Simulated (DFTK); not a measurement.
# NaCl (Fm-3m) in DFTK: reference runs

Reference runs on NaCl: the cell as given, then over a range of volumes.

Everything below comes from runs of DFTK 0.8.2. Logs are shortened: lines on timing, memory, paths and dates and some standing lists are left out, and cuts for length are marked.

### Step 1. The structure

It takes space group Fm-3m (No. 225, cubic). Conventional cell: a = 5.588 Å, b = 5.588 Å, c = 5.588 Å, α = 90.00°, β = 90.00°, γ = 90.00°. Cl (site symmetry m-3m) has 6 Na at 2.79 Å as nearest neighbours. Na (site symmetry m-3m) is surrounded by 6 Cl at 2.79 Å.

The cell is a database's computed one.

### Step 2. Single point, PBEsol

run.jl

```julia
using DFTK
using PseudoPotentialData
using Unitful, UnitfulAtomic
using LinearAlgebra, Printf
include("save.jl")
disable_threading()

# lattice vectors are the columns
lattice = austrip(1u"Å") * [           0.0   2.7940632177   2.7940632177;
             2.7940632177            0.0   2.7940632177;
             2.7940632177   2.7940632177            0.0]
symbols   = [:Cl, :Na]
positions = [[0.5, 0.5, 0.5],
             [0.0, 0.0, 0.0]]
pseudopotentials = PseudoFamily("dojo.nc.sr.pbesol.v0_4_1.standard.upf")
elements = Dict(s => ElementPsp(s, pseudopotentials) for s in unique(symbols))
atoms    = [elements[s] for s in symbols]

build_model(lattice, positions; symmetries=true) =
    model_DFT(lattice, atoms, positions;
              functionals=PBEsol(),
              temperature=austrip(0.05u"eV"),
              smearing=Smearing.FermiDirac(),
              symmetries)
Ecut  = 44.0  # hartree
kgrid = [8, 8, 8]
tol   = 1e-6
to_GPa = ustrip(uconvert(u"GPa", 1u"hartree/bohr^3"))

model = build_model(lattice, positions)
basis = PlaneWaveBasis(model; Ecut, kgrid)
display(basis)
scfres = self_consistent_field(basis;
                               tol,
                               nbandsalg=AdaptiveBands(model; n_bands_converge=13))
display(scfres.energies)
@printf "Fermi level: %.6f eV\n" ustrip(auconvert(u"eV", something(scfres.εF, NaN)))
forces = compute_forces_cart(scfres)
println("Forces (eV/Å)")
for (s, f) in zip(symbols, forces)
    @printf "%-3s %12.6f %12.6f %12.6f\n" s ustrip.(auconvert.(u"eV/Å", f))...
end
stress = compute_stresses_cart(scfres)
println("Stress (GPa)")
display(round.(stress * to_GPa; digits=4))
println("Levels at the first k-point (eV): ", round.(ustrip.(auconvert.(u"eV", scfres.eigenvalues[1][1:scfres.n_bands_converge])); digits=4))
save_scf!(scfres; forces, stress)
```

Potentials or basis: dojo.nc.sr.pbesol.v0_4_1.standard.upf (PBEsol).

Run with:

```
$ julia --threads=1 run.jl  # save.jl only writes the numbers to a file and isn't shown; printed stress counts tension as positive; times include loading and compiling
```

Log:

```text
PlaneWaveBasis discretization:

    Ecut                 : 44.0 Ha
    fft_size             : (48, 48, 48), 110592 total points
    kgrid                : MonkhorstPack([8, 8, 8])
    num.   red. kpoints  : 512
    num. irred. kpoints  : 29

    Discretized Model(gga_x_pbe_sol+gga_c_pbe_sol, 3D):
        lattice (in Bohr)    : [0         , 5.28001   , 5.28001   ]
                               [5.28001   , 0         , 5.28001   ]
                               [5.28001   , 5.28001   , 0         ]
        unit cell volume     : 294.4 Bohr³

        atoms                : ClNa
        pseudopot. family    : PseudoFamily("dojo.nc.sr.pbesol.v0_4_1.standard.upf")

        num. electrons       : 16
        spin polarization    : none
        temperature          : 0.0018375 Ha
        smearing             : DFTK.Smearing.FermiDirac()

        terms                : Kinetic()
                               AtomicLocal()
                               AtomicNonlocal()
                               Ewald(nothing)
                               PspCorrection()
                               Hartree()
                               Xc(gga_x_pbe_sol, gga_c_pbe_sol)
                               Entropy()
n     Energy            log10(ΔE)   log10(Δρ)   Diag   Δtime
---   ---------------   ---------   ---------   ----   ------
  1   -62.11538148474                   -1.08    5.2    13.2s
  2   -62.12290665994       -2.12       -1.45    2.0    6.38s
  3   -62.12329537564       -3.41       -1.91    2.2    6.53s
  4   -62.12334804328       -4.28       -2.31    2.0    7.60s
  5   -62.12335480487       -5.17       -3.41    1.2    6.43s
  6   -62.12335500504       -6.70       -3.63    3.9    8.93s
  7   -62.12335501680       -7.93       -4.18    1.2    9.59s
  8   -62.12335501797       -8.93       -5.00    1.7    7.72s
  9   -62.12335501808       -9.97       -5.85    2.9    9.52s
 10   -62.12335501808      -12.11       -6.58    2.9    10.2s
Energy breakdown (in Ha):
    Kinetic             33.4169348
    AtomicLocal         -58.4321007
    AtomicNonlocal      -12.5925351
    Ewald               -34.7223690
    PspCorrection       0.9937228
    Hartree             20.4567946
    Xc                  -11.2438024
    Entropy             0.0000000

    total               -62.123355018080
Fermi level: 2.045063 eV
Forces (eV/Å)
Cl     -0.000000    -0.000000    -0.000000
Na     -0.000000    -0.000000    -0.000000
Stress (GPa)
3×3 StaticArraysCore.SMatrix{3, 3, Float64, 9} with indices SOneTo(3)×SOneTo(3):
 -0.2186   0.0      0.0
  0.0     -0.2186  -0.0
  0.0      0.0     -0.2186
Levels at the first k-point (eV): [-49.0389, -21.1297, -21.1297, -21.1297, -13.179, -0.4747, -0.4747, -0.4747, 4.5648, 10.4638, 10.4638, 10.4638, 12.6218]
```

It took 3.8 min on 1 thread of Intel Xeon Platinum 8375C at 2.90GHz (Ice Lake), shared host; peak memory 1.7 GiB.

Results:

| Property | Result |
| --- | --- |
| Free energy | -1690.4626 eV |
| Pressure | 0.2 GPa |
| Band gap on the k mesh | 5.04 eV, direct |

Levels at points of the mesh, in eV from the valence-band top:
```
             k point  band 4  band 5  band 6  band 7  band 8  band 9  band 10  band 11  band 12  band 13
  (0.00, 0.00, 0.00)  -20.66  -12.70    0.00    0.00    0.00    5.04    10.94    10.94    10.94    13.10
 (-0.50, 0.00, 0.00)  -20.66  -12.33   -2.05   -0.28   -0.28    7.11    10.72    10.83    10.83    15.05
(-0.50, -0.50, 0.00)  -20.66  -12.28   -1.78   -0.64   -0.64    7.49     7.84    11.32    14.87    14.87
```

### Step 3. Equation of state, PBEsol

run.jl

```julia
using DFTK
using PseudoPotentialData
using Unitful, UnitfulAtomic
using LinearAlgebra, Printf
include("save.jl")
disable_threading()

# lattice vectors are the columns
lattice = austrip(1u"Å") * [           0.0   2.7940632177   2.7940632177;
             2.7940632177            0.0   2.7940632177;
             2.7940632177   2.7940632177            0.0]
symbols   = [:Cl, :Na]
positions = [[0.5, 0.5, 0.5],
             [0.0, 0.0, 0.0]]
pseudopotentials = PseudoFamily("dojo.nc.sr.pbesol.v0_4_1.standard.upf")
elements = Dict(s => ElementPsp(s, pseudopotentials) for s in unique(symbols))
atoms    = [elements[s] for s in symbols]

build_model(lattice, positions; symmetries=true) =
    model_DFT(lattice, atoms, positions;
              functionals=PBEsol(),
              temperature=austrip(0.05u"eV"),
              smearing=Smearing.FermiDirac(),
              symmetries)
Ecut  = 44.0  # hartree
kgrid = [8, 8, 8]
tol   = 1e-6
to_GPa = ustrip(uconvert(u"GPa", 1u"hartree/bohr^3"))

results["points"] = []
for scale in [0.94, 0.96, 0.98, 1.0, 1.02, 1.04, 1.06]
    println("\n=== scale = ", scale)
    model = build_model(cbrt(scale) * lattice, positions)
    basis = PlaneWaveBasis(model; Ecut, kgrid)
    t0 = time()
    scfres = self_consistent_field(basis;
                                   tol,
                                   nbandsalg=AdaptiveBands(model; n_bands_converge=13))
    seconds = time() - t0
    @printf "SCF: %d iterations, %.1f s\n" scfres.n_iter seconds
    forces = compute_forces_cart(scfres)
    stress = compute_stresses_cart(scfres)
    @printf "V = %.5f Å^3  F = %.8f Ha  max force = %.5f eV/Å  p = %.4f GPa\n" ustrip(auconvert(u"Å^3", model.unit_cell_volume)) scfres.energies.total ustrip(auconvert(u"eV/Å", maximum(norm, forces))) (-tr(stress) / 3 * to_GPa)
    push!(results["points"], save_scf!(scfres; forces, stress, d=Dict{String,Any}("seconds" => seconds, "n_matvec" => get(scfres, :n_matvec, 0))))
end

# third-order Birch-Murnaghan fit in x = V^(-2/3)
V = [0.94, 0.96, 0.98, 1.0, 1.02, 1.04, 1.06] * abs(det(lattice))
E = [p["total"] for p in results["points"]]
x = V .^ (-2 / 3)
c = [x .^ 0 x x .^ 2 x .^ 3] \ E
Δ = c[3]^2 - 3c[2] * c[4]
if Δ > 0
    x0 = (-c[3] + sqrt(Δ)) / 3c[4]
    B0 = 4 / 9 * x0^(7 / 2) * (2c[3] + 6c[4] * x0)
    @printf "V0 = %.4f Å^3  B0 = %.2f GPa\n" ustrip(auconvert(u"Å^3", x0^(-3 / 2))) B0 * to_GPa
end
```

Potentials or basis: dojo.nc.sr.pbesol.v0_4_1.standard.upf (PBEsol).

Run with:

```
$ julia --threads=1 run.jl  # save.jl only writes the numbers to a file and isn't shown; printed stress counts tension as positive; times include loading and compiling
```

Wall time 8.8 min (1 thread of Intel Xeon 6975P-C (Granite Rapids), shared host); peak memory 1.8 GiB.

The run converged. Its results:

```
Equilibrium volume                      : 22.00 Å³/atom
Bulk modulus                            : 26 GPa
Pressure derivative of the bulk modulus : 4.7
```

Energy against volume, from the lowest point:
| volume (Å³/atom) | energy (meV/atom) |
| --- | --- |
| 20.504 | 9.18 |
| 20.940 | 4.33 |
| 21.376 | 1.36 |
| 21.813 | 0.00 |
| 22.249 | 0.10 |
| 22.685 | 1.51 |
| 23.121 | 4.09 |

### Step 4. Single point, PBEsol, 20.50 Å³/atom (volume scaled by 0.94)

run.jl is that of step 3.

Run with:

```
$ julia --threads=1 run.jl  # one pass of the loop, scale = 0.94; save.jl only writes the numbers to a file and isn't shown; printed stress counts tension as positive; times include loading and compiling
```

Wall time 36 s (1 thread of Intel Xeon 6975P-C (Granite Rapids), shared host).

The run converged. Its results:

```
Free energy            : -1690.4443 eV
Pressure               : 2.1 GPa
Band gap on the k mesh : 5.29 eV, direct
```

### Step 5. Single point, PBEsol, 20.94 Å³/atom (volume scaled by 0.96)

run.jl is that of step 4.

Run with:

```
$ julia --threads=1 run.jl  # one pass of the loop, scale = 0.96; save.jl only writes the numbers to a file and isn't shown; printed stress counts tension as positive; times include loading and compiling
```

It took 37 s on 1 thread of Intel Xeon 6975P-C (Granite Rapids), shared host.

Results (log left out):

| Item | Value |
| --- | --- |
| Free energy | -1690.4539 eV |
| Pressure | 1.4 GPa |
| Band gap on the k mesh | 5.20 eV, direct |

### Step 6. Single point, PBEsol, 21.38 Å³/atom (volume scaled by 0.98)

run.jl is that of step 5.

Potentials or basis: dojo.nc.sr.pbesol.v0_4_1.standard.upf (PBEsol).

Run with:

```
$ julia --threads=1 run.jl  # one pass of the loop, scale = 0.98; save.jl only writes the numbers to a file and isn't shown; printed stress counts tension as positive; times include loading and compiling
```

Wall time 37 s (1 thread of Intel Xeon 6975P-C (Granite Rapids), shared host).

What came out:

```yaml
Free_energy: -1690.4599 eV
Pressure: 0.8 GPa
Band_gap_on_the_k_mesh: 5.12 eV, direct
```

### Step 7. Single point, PBEsol, 21.81 Å³/atom

run.jl is that of step 6.

Run with:

```
$ julia --threads=1 run.jl  # one pass of the loop, scale = 1.0; save.jl only writes the numbers to a file and isn't shown; printed stress counts tension as positive; times include loading and compiling
```

Run time: 38 s. Hardware: 1 thread of Intel Xeon 6975P-C (Granite Rapids), shared host.

Results (log left out):

```yaml
Free_energy: -1690.4626 eV
Pressure: 0.2 GPa
Band_gap_on_the_k_mesh: 5.04 eV, direct
```

### Step 8. Single point, PBEsol, 22.25 Å³/atom (volume scaled by 1.02)

run.jl is that of step 7.

Run with:

```
$ julia --threads=1 run.jl  # one pass of the loop, scale = 1.02; save.jl only writes the numbers to a file and isn't shown; printed stress counts tension as positive; times include loading and compiling
```

Wall time 35 s (1 thread of Intel Xeon 6975P-C (Granite Rapids), shared host).

It converged, with:

* Free energy: -1690.4624 eV
* Pressure: -0.3 GPa
* Band gap on the k mesh: 4.97 eV, direct

### Step 9. Single point, PBEsol, 22.69 Å³/atom (volume scaled by 1.04)

run.jl is that of step 8.

Potentials or basis: dojo.nc.sr.pbesol.v0_4_1.standard.upf (PBEsol).

Run with:

```
$ julia --threads=1 run.jl  # one pass of the loop, scale = 1.04; save.jl only writes the numbers to a file and isn't shown; printed stress counts tension as positive; times include loading and compiling
```

Wall time 36 s (1 thread of Intel Xeon 6975P-C (Granite Rapids), shared host).

Results (log left out):

| Quantity | Value |
| --- | --- |
| Free energy | -1690.4596 eV |
| Pressure | -0.7 GPa |
| Band gap on the k mesh | 4.90 eV, direct |

### Step 10. Single point, PBEsol, 23.12 Å³/atom (volume scaled by 1.06)

run.jl is that of step 9.

Run with:

```
$ julia --threads=1 run.jl  # one pass of the loop, scale = 1.06; save.jl only writes the numbers to a file and isn't shown; printed stress counts tension as positive; times include loading and compiling
```

Run time: 36 s. Hardware: 1 thread of Intel Xeon 6975P-C (Granite Rapids), shared host.

Results (log left out):

```yaml
Free_energy: -1690.4544 eV
Pressure: -1.1 GPa
Band_gap_on_the_k_mesh: 4.83 eV, direct
```
